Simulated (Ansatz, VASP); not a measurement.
## Nb (linear Nb chain) in two plane-wave programs

One calculation is typed for both programs; each brings its own data sets. How far apart do they land? The structure shown is the end of the Ansatz relaxation below. Other levels of theory on this material are compared in a session of their own.

Program: Ansatz 0.2.0. Level of theory: plane waves, with VASP 6.6.1 beside it; single point at PBEsol. Results are calculated unless marked as measured.

In doubt: warnings of the run leave room for a lower electronic state (step 2), so energies may not be the lowest and differences between runs may mislead.

### Step 1. The structure

The cell holds 1 atom: 1 Nb. Its edges and angles: a = 7.500 Å, b = 7.500 Å, c = 2.259 Å, α = 90.0°, β = 90.0°, γ = 90.0°. Vacuum lies along a and b. The structure's axis is c.

### Step 2. Ansatz: relaxation, PBEsol

Ansatz runs on its default PAW (the set named soft_2) files.

This run makes the geometry at which the two programs are then compared.

File input.yaml:

```yaml
crystal:
  lattice:
    - [7.5, 0.0, 0.0]
    - [0.0, 7.5, 0.0]
    - [0.0, 0.0, 3.0504]
  atoms:
    - { symbol: Nb, position: [0.5, 0.5, 0.0], spin: 2.0 }
magnetization:
  spin_polarized: true
kpoints:
  mp_grid: { grid: [1, 1, 27] }
scf:
  occupations: { method: fermi_dirac, width: 0.05 }
hamiltonian:
  xc: pbesol
relax:
  cell: { fix: [a, b, alpha, beta, gamma] }
  max_steps: 60
```

Launch:

```bash
$ ansatz run input.yaml --threads 4 --pin off --max-ram 8192MiB --backend cpu --events-out ev --progress --plain --runs-dir out
```

Numbers of over 12 decimals in the logs are rounded to 6 here.

What it wrote:

```text
Engine: ansatz 0.2.0, aarch64-unknown-linux-gnu
Pseudopotentials: kind: paw
Pseudopotential: Nb, paw, valence charge 13, recommended cutoff 420 eV (normal), Nb.paw.azcp
Functional definition: PBEsol
  exchange = pbesol_x
  correlation = pbesol_c
Crystal: 1 atoms, lattice volume = 171.585 Å³
Basis set: ecut = 420 eV, 3363 PW (Γ), exchange–correlation on 108×108×48 points (8 copies of the dense FFT grid, shifted against one another)
Bands: 12, of which v1, the nominal top of the filled ones, is band 7 counted from 1 (6 counted from 0)
Symmetry: 16 space group operations
Space group: P4/mmm (ITA 123), of the structure as read, at distance tolerance 5.6e-5 Å
Magnetic group: BNS 123.339 (UNI 999), of the structure as read, at distance tolerance 5.6e-5 Å
k-points: 14 of 27
Non-local potential: Nb, projectors of the file, l = 0: 3, l = 1: 2, l = 2: 2, l = 3: 1
PAW form: soft (Blöchl's): semilocal exchange-correlation on the pseudo side does not see the compensation charge
PAW frozen core: Nb, regenerated for the run's functional, and the local potential with it (the file was generated under x = pbe(κ = 0.804, μ = 0.219515), c = pbe(β = 0.066725))
PAW one-centre angular grid: Nb, 590 points (default); XC on 64 Gauss nodes
Initial density: superposition of atomic densities (neutral atoms: chi_scale 0, normalization atom)
Starting moments: Σ|m| = 2 μB on 1 of 1 site
Initial wavefunctions: pseudopotential atomic-orbital guess
Functional: x = pbesol(κ = 0.804, μ = 0.123457), c = pbesol(β = 0.046)
SCF iter   1: F=—  HF=-4489.297774 eV  |F-HF|=—  |Δ(HF+E_count)|=         —  Δρ=1.13e-2 (↑7.89e-3 ↓1.13e-2)  dr2=8.23e-1  dr2_m=2.83e-2  M=2.369 μB ∫|m|=2.369 μB  β_m=0.30  ethr=3.10e-3  ⟨swp⟩=5.1  Hψ=1780  notcnv=0
Mixer restart at iter 1: flushing history
preconditioner: auto → LDOS  [metal: Δε(μ)=0.018 eV  Ē_g=2.960 eV  σ=0.050 eV  W_gap=0.09  n_scr=12 (ndim 8)  ℏωp=6.3 eV  f_vac=0.568  D(μ)=4.90/eV (n_scr^D=30)]
spin=Collinear: LDOS preconditioning applied to the charge; magnetization (m = ρ↑ − ρ↓) channel mixes plain (no charge-response kernel on spin).
SCF iter   2: F=—  HF=-4489.255489 eV  |F-HF|=—  |Δ(HF+E_count)|=   4.23e-2  Δρ=8.75e-3 (↑5.38e-3 ↓8.75e-3)  dr2=4.01e-1  dr2_m=2.39e-2  M=2.464 μB ∫|m|=2.464 μB  β_m=0.63  ethr=3.10e-3  ⟨swp⟩=2.0  Hψ=680  notcnv=0  defer=5
SCF iter   3: F=—  HF=-4489.321770 eV  |F-HF|=—  |Δ(HF+E_count)|=   6.63e-2  Δρ=4.18e-3 (↑4.18e-3 ↓2.84e-3)  dr2=2.41e-2  dr2_m=1.28e-2  M=2.808 μB ∫|m|=2.808 μB  β_m=0.81  ethr=3.08e-3  ⟨swp⟩=2.4  Hψ=580  notcnv=0  defer=5
SCF iter   4: F=—  HF=-4489.536477 eV  |F-HF|=—  |Δ(HF+E_count)|=         —  Δρ=1.09e-2 (↑1.09e-2 ↓1.08e-2)  dr2=7.66e-2  dr2_m=1.64e-1  M=3.914 μB ∫|m|=3.914 μB  β_m=0.81  ethr=1.85e-4  ⟨swp⟩=3.1  Hψ=737  notcnv=0  defer=5
Mixer restart at iter 4: flushing history
SCF iter   5: F=—  HF=-4489.540106 eV  |F-HF|=—  |Δ(HF+E_count)|=   3.63e-3  Δρ=3.26e-3 (↑3.26e-3 ↓2.58e-3)  dr2=1.77e-2  dr2_m=1.09e-2  M=4.027 μB ∫|m|=4.027 μB  β_m=0.91  ethr=1.85e-4  ⟨swp⟩=2.2  Hψ=688  notcnv=0  defer=7
SCF iter   6: F=—  HF=-4489.559868 eV  |F-HF|=—  |Δ(HF+E_count)|=   1.98e-2  Δρ=1.05e-3 (↑1.05e-3 ↓4.79e-4)  dr2=1.61e-3  dr2_m=5.77e-4  M=4.039 μB ∫|m|=4.039 μB  β_m=0.86  ethr=1.36e-4  ⟨swp⟩=2.2  Hψ=681  notcnv=0  defer=10
SCF iter   7: F=—  HF=-4489.560199 eV  |F-HF|=—  |Δ(HF+E_count)|=   3.31e-4  Δρ=2.24e-4 (↑1.66e-4 ↓2.24e-4)  dr2=1.11e-4  dr2_m=4.22e-5  M=4.041 μB ∫|m|=4.041 μB  β_m=0.91  ethr=1.24e-5  ⟨swp⟩=2.0  Hψ=645  notcnv=0  defer=10
SCF iter   8: F=—  HF=-4489.560423 eV  |F-HF|=—  |Δ(HF+E_count)|=   2.24e-4  Δρ=5.05e-5 (↑3.80e-5 ↓5.05e-5)  dr2=1.05e-5  dr2_m=2.01e-6  M=4.042 μB ∫|m|=4.042 μB  β_m=0.95  ethr=8.51e-7  ⟨swp⟩=2.5  Hψ=543  notcnv=0  defer=10
SCF iter   9: F=—  HF=-4489.560443 eV  |F-HF|=—  |Δ(HF+E_count)|=   2.05e-5  Δρ=9.47e-6 (↑9.47e-6 ↓6.99e-6)  dr2=5.82e-7  dr2_m=5.01e-8  M=4.042 μB ∫|m|=4.042 μB  β_m=0.97  ethr=8.05e-8  ⟨swp⟩=1.8  Hψ=441  notcnv=0  defer=10
SCF iter  10: F=—  HF=-4489.560444 eV  |F-HF|=—  |Δ(HF+E_count)|=   6.82e-7  Δρ=2.68e-6 (↑2.68e-6 ↓1.50e-6)  dr2=1.69e-8  dr2_m=2.81e-9  M=4.042 μB ∫|m|=4.042 μB  β_m=0.92  ethr=4.48e-9  ⟨swp⟩=2.3  Hψ=445  notcnv=0  defer=10
SCF iter  11: F=-4489.560444 eV  HF=-4489.560444 eV  |F-HF|=7.98e-10  |Δ(HF+E_count)|=   1.11e-8  Δρ=6.30e-7 (↑6.30e-7 ↓2.95e-7)  dr2=1.07e-9  dr2_m=1.86e-10  M=4.042 μB ∫|m|=4.042 μB  ethr=1.30e-10  ⟨swp⟩=1.4  Hψ=1041  notcnv=0
SCF 1 converged in 11 iterations: F = -4489.560444 eV  dr2 = 1.07e-9
  greatest PAW one-centre occupation: 0.998 electrons in one spin orbital (limit 2), on the Nb atom at site 0 (counted from 0), in its partial waves of l = 0
[...]
the starting moments were not kept: the SCF closed with an absolute magnetisation of 3.8e-7 μB, where they sum to 2 μB in size (1 site). That is at most 0.1 of that sum. Measured as dr2_m measures the in/out step, that magnetisation stands 3.1e-14 eV from none, at or under the dr2_threshold of 1.0e-11 eV: it is no larger than a step whose dr2_m would equal this threshold.
SCF 8 converged in 9 iterations: F = -4490.765096 eV  dr2 = 5.34e-15
relax step   8: F+E_penalty+E_count = -4490.76509556 eV  Δ(F+E_penalty+E_count) = -7.209e-4 eV  max|allowed force component| = 0.000e0 eV/Å  Δτ_max = 0.0000 Å  P = -0.396 GPa  Ω = 127.617 Å³  energy of the carried Pulay correction = +5.865e-4 eV  fix = [a, b, alpha, beta, gamma]  reactions: a -0.367, b -0.367 GPa  (9 SCF iters, accepted)
[...]
relax step   9: F+E_penalty+E_count = -4490.76584001 eV  Δ(F+E_penalty+E_count) = -7.445e-4 eV  max|allowed force component| = 0.000e0 eV/Å  Δτ_max = 0.0000 Å  P = -0.232 GPa  Ω = 127.073 Å³  energy of the carried Pulay correction = +5.944e-4 eV  fix = [a, b, alpha, beta, gamma]  reactions: a -0.368, b -0.368 GPa  (9 SCF iters, accepted)
[...]
relax step  10: F+E_penalty+E_count = -4490.76561180 eV  Δ(F+E_penalty+E_count) = +2.282e-4 eV  max|allowed force component| = 0.000e0 eV/Å  Δτ_max = 0.0000 Å  P = -0.233 GPa  Ω = 127.073 Å³  fix = [a, b, alpha, beta, gamma]  reactions: a -0.368, b -0.368 GPa  stress off target by 3.67e-2 GPa on what of the cell is left free  SCF on the basis re-selected at this cell (its energy is not comparable with the rows above)  (7 SCF iters)
basis re-selected at this cell: Δ(F+E_penalty+E_count) = +2.282e-4 eV, ΔP = -0.001 GPa vs the last step (what re-selecting the basis moved, of the pressure what is left beyond the Pulay correction that the steps carried, after the strain that the cell walked since its last selection, with what the two solves' SCF thresholds leave and, on support functions, any second-order correction that the steps lacked; it is no measure of the basis error at this ecutwfc). The dense FFT grid was sized anew with the basis: this SCF ran on 54×54×16 points, the steps before it on 54×54×24, so part of this shift can come from that change (see relax.cell in the input reference). [rest of the remark cut]
SCF converged after 7 iterations
Magnetization: 0.0000 μB (6.5000 up, 6.5000 down)
Absolute magnetization: 0.0000 μB (∫|ρ↑−ρ↓|, with the PAW one-centre terms)
Spin contamination: 0.0000 ħ² per cell (⟨S²⟩ above its minimum at these occupations)
Per-site moments (μB) at R_I (Å): [(9.149123721927616e-10, 0.931868)]
Free energy (F): -4490.765612 eV
Harris-Foulkes:  -4490.765612 eV  (|F-HF|=0.00e0)
Internal energy: -4490.753032 eV  (E = F + TS)
E sigma→0 (E₀):  -4490.759322 eV
Entropy (-TS):   -0.012580 eV (-12.580 meV/atom)
Fermi energy:    -1.007164 eV
--- Per-component energies (eV) ---
  E_band       = -314.425381
  E_kinetic    = 395.289509
  E_local      = -2640.431506  (includes V_loc(G=0)·N_el)
  E_nonlocal   = 127.606361
  E_hartree    = 1060.786827
  E_xc         = -170.531901
  E_vxc        = -207.326409  (∫ρ·V_xc dr)
  E_paw        = -3019.650746  (= ΣΔE_a)
  E_vpaw       = -111.136992  (= ΣTr[D̂ρ^β])
  E_aug_tail   = 0.000006  (compensation charges beyond the density's cutoff)
  E_ewald      = -244.010290
  E_core_change = 0.188709  (= ΣΔE_core)
  E_smearing   = -0.012580  (= −TS)
  E_closure    = 0.000000  (closes the sum)
  Σ components = -4490.765612   (vs F -4490.765612, Δ=0.00e0)
--- Forces (eV/Å), atoms counted from 1 ---
  atom   1  Nb     0.00000000    -0.00000000     0.00000000
  max |Σ_I F_I| component: 8.84e-29 eV/Å
--- Stress (GPa, compression-positive) ---
       -0.367638       0.000000       0.000000
        0.000000      -0.367638       0.000000
        0.000000       0.000000       0.036716
  P = ⅓ Tr σ = -0.2329 GPa (-2.329 kbar)
--- Relaxed structure (9 steps of the walk, 9 accepted, 1 SCFs on fresh bases) ---
  F+E_penalty+E_count = -4490.76561180 eV   max|allowed force component| = 0.000e0 eV/Å   (the final SCF, on the basis selected at the relaxed cell)
  cell:  # Å, volume = 127.0729 Å³
    - [7.5, 0.0, 0.0]
    - [0.0, 7.5, 0.0]
    - [0.0, 0.0, 2.259075]
  atoms:
    - { symbol: Nb, position: [0.5, 0.5, 0.0] }
```

Reading the cycles: dr2 is the Hartree energy of the density residual (eV), the measure of convergence; HF is the Harris–Foulkes estimate of the energy, which meets the free energy F at convergence.

### Step 3. VASP: single point, PBEsol

The same cell, functional, mesh and smearing now go to VASP, with its own data sets.

Lines of VASP's logs that name or quote its potential files are left out, and so is its time.

File INCAR:

```
SYSTEM = Nb
PREC = Accurate
ENCUT = 500
EDIFF = 1E-06
NELM = 200
ISMEAR = -1
SIGMA = 0.05
LREAL = .FALSE.
ALGO = Normal
GGA = PS
NBANDS = 13
ISPIN = 2
MAGMOM = 0
LASPH = .TRUE.
LMAXMIX = 4
LORBIT = 11
LWAVE = .FALSE.
LCHARG = .FALSE.
ISIF = 2
GGA_COMPAT = .FALSE.
KPAR = 2
```

File POSCAR:

```
Nb
1.0
    7.5000000000      0.0000000000      0.0000000000
    0.0000000000      7.5000000000      0.0000000000
    0.0000000000      0.0000000000      2.2590746339
Nb
1
Direct
    0.5000000000      0.5000000000      0.0000000000
```

File KPOINTS:

```
Automatic mesh
0
Gamma
1 1 27
0 0 0
```

The projector-augmented-wave data sets are Nb_sv (PBE family, release 64).

Launch:

```bash
$ mpirun -np 2 vasp_std
```

What it wrote:

```text
[banner, memory and clock lines left out]
running    2 mpi-ranks, on    1 nodes
 distrk:  each k-point on    1 cores,    2 groups
 distr:  one band on    1 cores,    1 groups

 POSCAR found type information on POSCAR Nb
 POSCAR found :  1 types and       1 ions
|                                                                             |
|               ----> ADVICE to this user running VASP <----                  |
|                                                                             |
|     You enforced a specific xc type in the INCAR file but a different       |
|     [... a line on the potential file left out ...]
|     I HOPE YOU KNOW WHAT YOU ARE DOING!                                     |
|                                                                             |

 LDA part: xc-table for (Slater+PW92), standard interpolation
 POSCAR, INCAR and KPOINTS ok, starting setup
 FFT: planning ... GRIDC
 FFT: planning ... GRID_SOFT
 FFT: planning ... GRID
 WAVECAR not read
 entering main loop
       N       E                     dE             d eps       ncg     rms          rms(c)
DAV:   1     0.628686398039E+02    0.62869E+02   -0.68154E+03  1040   0.723E+02
DAV:   2     0.253776306605E+01   -0.60331E+02   -0.54253E+02  1019   0.219E+02
DAV:   3    -0.628180540734E+01   -0.88196E+01   -0.80499E+01  1284   0.512E+01
DAV:   4    -0.672258997936E+01   -0.44078E+00   -0.43295E+00   954   0.121E+01
DAV:   5    -0.675266028701E+01   -0.30070E-01   -0.30034E-01  1186   0.259E+00    0.705E+00
DAV:   6    -0.631076281779E+01    0.44190E+00   -0.31379E-01   836   0.528E+00    0.344E+00
DAV:   7    -0.625118274696E+01    0.59580E-01   -0.24534E-01  1035   0.363E+00    0.548E-01
DAV:   8    -0.625030367997E+01    0.87907E-03   -0.83610E-03  1067   0.940E-01    0.203E-01
DAV:   9    -0.625036339003E+01   -0.59710E-04   -0.98488E-04  1094   0.244E-01    0.923E-02
DAV:  10    -0.625070340754E+01   -0.34002E-03   -0.31716E-04  1077   0.134E-01    0.429E-02
DAV:  11    -0.625092800176E+01   -0.22459E-03   -0.41293E-05  1136   0.370E-02    0.239E-02
DAV:  12    -0.625138410570E+01   -0.45610E-03   -0.18329E-04  1056   0.708E-02    0.992E-03
DAV:  13    -0.625150204446E+01   -0.11794E-03   -0.42135E-05   897   0.257E-02    0.776E-03
DAV:  14    -0.625154572583E+01   -0.43681E-04   -0.18427E-05   841   0.192E-02    0.357E-03
DAV:  15    -0.625156016292E+01   -0.14437E-04   -0.91601E-06   679   0.129E-02    0.187E-03
DAV:  16    -0.625156285058E+01   -0.26877E-05   -0.27341E-06   798   0.652E-03    0.154E-03
DAV:  17    -0.625156380612E+01   -0.95554E-06   -0.12429E-06   746   0.471E-03
   1 F= -.62515638E+01 E0= -.62453163E+01  d E =-.124951E-01  mag=    -0.0000
```

OUTCAR, selected parts (step 3):

```text
ion  position               nearest neighbor table
   1  0.500  0.500  0.000-

  LATTYP: Found a simple tetragonal cell.
 ALAT       =     7.5000000000
 C/A-ratio  =     0.3012099512

 Subroutine GETGRP returns: Found 16 space group operations
 (whereof 16 operations were pure point group operations)

The static configuration has the point symmetry D_4h.

 Found     14 irreducible k-points:

   k-points           NKPTS =     14   k-points in BZ     NKDIM =     14   number of bands    NBANDS=     13

   dimension x,y,z NGX =    56 NGY =   56 NGZ =   16
   dimension x,y,z NGXF=   112 NGYF=  112 NGZF=   32

   ENCUT  =  500.0 eV  36.75 Ry    6.06 a.u.  13.67 13.67  4.12*2*pi/ulx,y,z

   NELECT =      13.0000    total number of electrons

 k-points in reciprocal lattice and weights: Automatic mesh
   0.00000000  0.00000000  0.00000000       0.037
   0.00000000  0.00000000  0.03703704       0.074
   0.00000000  0.00000000  0.07407407       0.074
   0.00000000  0.00000000  0.11111111       0.074
   0.00000000  0.00000000  0.14814815       0.074
   0.00000000  0.00000000  0.18518519       0.074
   0.00000000  0.00000000  0.22222222       0.074
   0.00000000  0.00000000  0.25925926       0.074
   0.00000000  0.00000000  0.29629630       0.074
[...]
0.00000000  0.00000000  0.44444444       0.074
   0.00000000  0.00000000  0.48148148       0.074

 average (electrostatic) potential at core
       1 -90.0726

 E-fermi :  -1.9439

 spin component 1
 k-point     1 :       0.0000    0.0000    0.0000
  band No.  band energies     occupation
    ...
      4     -30.1275      1.00000
      5      -5.3062      1.00000
      6      -3.5244      1.00000
      7      -2.4687      0.99997
      8      -2.4253      0.99993
      9       0.0834      0.00000
     10       0.0834      0.00000
     11       2.1733      0.00000
     12       3.1199      0.00000
     13       4.4060      0.00000

 k-point     2 :       0.0000    0.0000    0.0370
  band No.  band energies     occupation
    ...
      4     -30.2155      1.00000
      5      -5.1489      1.00000
      6      -3.4855      1.00000
      7      -2.4410      0.99995
      8      -2.3980      0.99989
      9       0.0706      0.00000
     10       0.0706      0.00000
     11       2.2133      0.00000
     12       3.1566      0.00000
     13       4.1610      0.00000

 k-point     3 :       0.0000    0.0000    0.0741
  band No.  band energies     occupation
    ...
      4     -30.4704      1.00000
      5      -4.6890      1.00000
      6      -3.3672      1.00000
      7      -2.3586      0.99975
      8      -2.3167      0.99942
      9       0.0127      0.00000
     10       0.0127      0.00000
     11       2.3333      0.00000
     12       3.2667      0.00000
     13       3.6926      0.00000

 k-point     4 :       0.0000    0.0000    0.1111
  band No.  band energies     occupation
    ...
      4     -30.8677      1.00000
      5      -3.9662      1.00000
      6      -3.1585      1.00000
      7      -2.2230      0.99625
      8      -2.1830      0.99170
      9      -0.1489      0.00000
     10      -0.1489      0.00000
     11       2.5335      0.00000
     12       3.2284      0.00000
     13       3.2284      0.00000

 k-point     5 :       0.0000    0.0000    0.1481
  band No.  band energies     occupation
    ...
      4     -31.3727      1.00000
      5      -3.1478      1.00000
      6      -2.7350      1.00000
      7      -2.0373      0.86625
      8      -2.0000      0.75445
      9      -0.4893      0.00000
     10      -0.4893      0.00000
     11       2.8147      0.00000
     12       2.9379      0.00000
     13       2.9379      0.00000

 k-point     6 :       0.0000    0.0000    0.1852
  band No.  band energies     occupation
      1     -56.8059      1.00000
      2     -32.8717      1.00000
      3     -32.8717      1.00000
      4     -31.9473      1.00000
      5      -2.6731      1.00000
      6      -1.8061      0.05976
      7      -1.7721      0.03120
      8      -1.7107      0.00934
      9      -1.0238      0.00000
     10      -1.0238      0.00000
    ...

  Total       -0.3159940     -0.3159940      0.0284499      0.0000000     -0.0000000     -0.0000000
  in kB       -3.9841562     -3.9841562      0.3587059      0.0000000     -0.0000000     -0.0000000
  external PRESSURE =      -2.5365355 kB  Pullay stress =       0.0000000 kB

  energy-cutoff  :      500.00
  volume of cell :      127.07
      direct lattice vectors                 reciprocal lattice vectors
     7.500000000  0.000000000  0.000000000     0.133333333  0.000000000  0.000000000
     0.000000000  7.500000000  0.000000000     0.000000000  0.133333333  0.000000000
     0.000000000  0.000000000  2.259074634     0.000000000  0.000000000  0.442659125

 POSITION                                       TOTAL-FORCE (eV/Angst)
 -----------------------------------------------------------------------------------
      3.75000      3.75000      0.00000         0.000000      0.000000      0.000000
 -----------------------------------------------------------------------------------
    total drift:                                0.000000      0.000000      0.000000

  FREE ENERGIE OF THE ION-ELECTRON SYSTEM (eV)
  ---------------------------------------------------
  free  energy   TOTEN  =        -6.2515638061 eV

  energy  without entropy=       -6.2390687181  energy(sigma->0) =       -6.24531626

 total charge
# of ion       s       p       d       tot
------------------------------------------
    1        2.202   5.892   2.987  11.081

 magnetization (x)
# of ion       s       p       d       tot
------------------------------------------
    1        0.000  -0.000   0.000   0.000

[... 5 further parts left out ...]
```

### Step 4. Differences

Known differences besides the potentials themselves: the cutoff is 420 eV in Ansatz and 500 eV in VASP; Ansatz makes its cores anew for this functional, VASP keeps those of its PBE data sets; Ansatz's pressure holds a Pulay correction, VASP's none. Total energies have different zeros and are not compared.

Compared:

```csv
quantity,Ansatz,VASP,difference
pressure (GPa),-0.23,-0.25,+0.02
```

### Step 5. What came out

```
difference in pressure (single point, PBEsol) : 0.021 GPa
```

The difference in pressure is 0.021 GPa (single point, PBEsol), within the 1 GPa picked in this series as the mark of a large difference. 3 further runs of this series are not shown here. Such differences can come from data sets, numerical settings and the points named under the comparisons, not from the functional's error against experiment.

[Lines on the potential files, build, host, timing and source positions are cut from VASP's logs without a mark.]

[Logs are printed without paths, hosts, clocks, repeated set-up lines and the standing remarks that a program may print on its own settings, such as how far it seeks lower states.]

[Hosts, paths, dates, database ids (printed as entryN), source tags and the programs' standing remarks are cut or masked in the printed files.]
